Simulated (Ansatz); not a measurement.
**Polymorphs of TiC3**

Theory: DFT PBE, scalar-relativistic, plane waves, PAW (Ansatz 0.2.0). Settings: cutoff 420 eV, Γ-centred meshes spaced at most about 0.3 Å⁻¹, and about 0.25 Å⁻¹ or finer for metals (2π included), Gaussian smearing. No spin polarisation.

Formation energies are uncorrected and refer to the elements' standard structures at the same level.

These are static total energies at zero pressure. Larger cells and other orderings weren't all tried, so the list isn't exhaustive. No dispersion correction is applied, so the spacing and binding between layers, chains or molecules are poorly described (Pmma), and this can change margins and order among such cells. The reference form of C is held partly by dispersion forces, which this level lacks.

Invented guesses were relaxed alike, and ends that match in structure were merged. ΔE counts from the first row. Coordination counts C atoms around Ti (those within 1.25 times the shortest such distance or 1.15 times the sum of covalent radii; a plus sign parts nearer from farther groups). The ends were matched against large subsets of the Crystallography Open Database and the Materials Project, so a missing match doesn't prove that a structure is unreported.

| # | reached from | type and space group | atoms | Å³/atom | coordination | ΔE (meV/atom) | gap on mesh (eV) | in databases |
| --- | --- | --- | --- | --- | --- | --- | --- | --- |
| 1 | a cell proposed by chemical analogy | Pmma (No. 51) | 16 | 13.3 | Ti 3+2 | 0 | 0.02 | no match |
| 2 | a cell proposed by chemical analogy | R-3m (No. 166) | 4 | 10.9 | Ti 6 | 295 | 0.00 | no match |
| 3 | a cell proposed by chemical analogy | P6/mmm (No. 191) | 8 | 8.2 | Ti 12 | 391 | 0.00 | no match |
| 4 | Ni3Sn (D0_19) type (P6_3/mmc) | P6_3/mmc (No. 194) | 8 | 10.1 | Ti 6 | 990 | 0.00 | no match |
| 5 | GaAg3 type (P-6m2) | P-6m2 (No. 187) | 4 | 8.6 | Ti 8 | 1304 | 0.00 | no match |
| 6 | random cell with space group P6_3cm | P6/mmm (No. 191) | 4 | 7.8 | Ti 12 | 1466 | 0.00 | no match |
| 7 | TiAl3 (D0_22) type (I4/mmm) | TiAl3 (D0_22), I4/mmm (No. 139) | 4 | 8.4 | Ti 4+8 | 1805 | 0.00 | no match |
| 8 | random cell | Cu3Au (L1_2), Pm-3m (No. 221) | 4 | 8.2 | Ti 12 | 1954 | 0.00 | no match |
| 9 | Mo3Os type (Pm-3n) | A15, Pm-3n (No. 223) | 8 | 8.4 | Ti 12 | 2036 | 0.00 | no match |
| 10 | Li3Pb type (Fm-3m) | BiF3 (D0_3), Fm-3m (No. 225) | 4 | 8.9 | Ti 8+6 | 2411 | 0.00 | no match |
| 11 | random cell | anti-Li3N, P6/mmm (No. 191) | 4 | 12.5 | Ti 8 | 2615 | 0.00 | no match |
| 12 | random cell | ReO3, Pm-3m (No. 221) | 4 | 16.6 | Ti 6 | 2732 | 0.00 | no match |

The lowest: Space group Pmma (No. 51), orthorhombic, a = 4.729 Å, b = 4.261 Å, c = 10.550 Å. Ti on its first site has 3 C at 2.03–2.13 Å, 2 C at 2.37 Å and 2 Ti at 2.91 Å; around Ti on its second site lie 3 C at 2.03–2.13 Å, 2 C at 2.37 Å and 2 Ti at 2.91 Å; around C on a site of symmetry 2 lie 3 C at 1.38–1.41 Å; C on a site of symmetry m is surrounded by 3 C at 1.38–1.41 Å; C on a site of symmetry mm2 has 3 Ti at 2.03–2.13 Å and 2 Ti at 2.37 Å; 1 more site not described. Its energy over the elements is −0.05 eV/atom. Whether it is stable depends on the other phases of the system, which aren't compared here. An observed structure of this formula, if there is one, may be missing.

```xyz
16
Lattice="4.7293 0.0000 0.0000 0.0000 4.2608 0.0000 0.0000 0.0000 10.5501" Properties=species:S:1:pos:R:3 pbc="T T T"
Ti    3.5470    0.0000    9.5605
Ti    3.5470    2.1304    0.9899
Ti    1.1823    0.0000    0.9896
Ti    1.1823    2.1304    9.5602
C     0.0000    0.7049    5.2751
C     3.5470    1.4255    5.2705
C     2.3646    0.7049    5.2751
C     1.1823    1.4255    5.2796
C     0.0000    3.5559    5.2751
C     3.5470    2.8354    5.2705
C     1.1823    2.8354    5.2796
C     2.3646    3.5559    5.2751
C     3.5470    2.1304    9.5110
C     3.5470    0.0000    1.0389
C     1.1823    2.1304    1.0391
C     1.1823    0.0000    9.5112
```

The second: Space group R-3m (No. 166), trigonal, a = 3.184 Å, c = 14.900 Å. Ti has 6 C at 2.18 Å; around C on a site of symmetry -3m lie 2 C at 1.31 Å; C on a site of symmetry 3m has 1 C at 1.31 Å and 3 Ti at 2.18 Å. Counting C atoms around Ti, the first has Ti 3+2 and the second has Ti 6. The first holds C–C nets (shortest 1.38 Å); the second holds C–C units of three or more atoms (shortest 1.31 Å). Cells relaxed within their symmetry can be saddle points. Some types were kept out of the candidates beforehand, so the set may lack a known form.
